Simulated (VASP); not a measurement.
Cu, 9 atoms in the cell. The cell holds a slab with vacuum, 9 atoms: a = 2.524 Å, b = 2.524 Å, c = 29.276 Å, α = 90.00°, β = 90.00°, γ = 90.00°. The cell was built by a generator and needn't be a form met in nature.

```yaml
Program: VASP 6.6.1
Task: work function
Functional: PBEsol
Potentials_or_basis: VASP PAW PBE potentials, release 64 (Cu)
Cutoff: 520 eV
k_mesh: 18 × 18 × 1
Occupations: methfessel-paxton, width 0.2 eV
Spin: no spin polarisation
Further_INCAR_settings: ALGO = Normal; EDIFF = 1e-06
```

Potentials or basis: VASP PAW PBE potentials, release 64 (Cu).

Command:

```bash
$ cat potpaw_PBE.64/Cu/POTCAR > POTCAR
$ mpirun -np 8 vasp_std > vasp.out
```

Hardware: 8 MPI ranks on Intel(R) Xeon(R) Platinum 8488C (Sapphire Rapids), with other jobs on the host.

Problem. How long does it take, and how much memory?

Solution. Run time: 2.2 min on 8 MPI ranks on Intel(R) Xeon(R) Platinum 8488C (Sapphire Rapids), on a shared host, peak memory 0.58 GiB a rank. Counts: scf iterations 27, k points 55.
